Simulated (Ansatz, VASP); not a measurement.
## Two plane-wave programs on C

```
C
1.0
     2.53896    0.00000    0.00000
    -1.26948    2.19881    0.00000
     0.00000    0.00000    8.37362
C
8
Direct
  0.00000 0.00000 0.09297
  0.00000 0.00000 0.59297
  0.00000 0.00000 0.40703
  0.00000 0.00000 0.90703
  0.33333 0.66667 0.15553
  0.66667 0.33333 0.65553
  0.33333 0.66667 0.34447
  0.66667 0.33333 0.84447
```

Change from the starting cell: mode 14 frozen in at +0.000 Å, equal normal strain along x, y and z +0.0083.

Alike in both runs: task single point; functional PBE; k mesh 12 × 12 × 4; occupations gaussian, width 0.05 eV; no spin polarisation.

|  | VASP | Ansatz |
| --- | --- | --- |
| version | VASP 6.6.1 | Ansatz 0.2.0 |
| potentials or method | VASP PAW PBE potentials, release 64 (C) | scalar-relativistic, plane waves, PAW |
| plane-wave cutoff (eV) | 520 | 520 |
| valence electrons in the cell | 32 | 32 |

```csv
,VASP,Ansatz,Ansatz less VASP
gap on the k mesh at the Fermi level (eV),4.47,4.48,+0.009
least direct gap on the mesh (eV),5.24,5.24,+0.006
pressure (GPa),-9.7,-10.3,-0.53
largest component of the traceless stress (GPa),0.08,0.05,-0.026
rms of the force components (eV/Å),0.007,0.009,+0.0016
```

Atom by atom the forces differ by 0.002 eV/Å (rms over components).
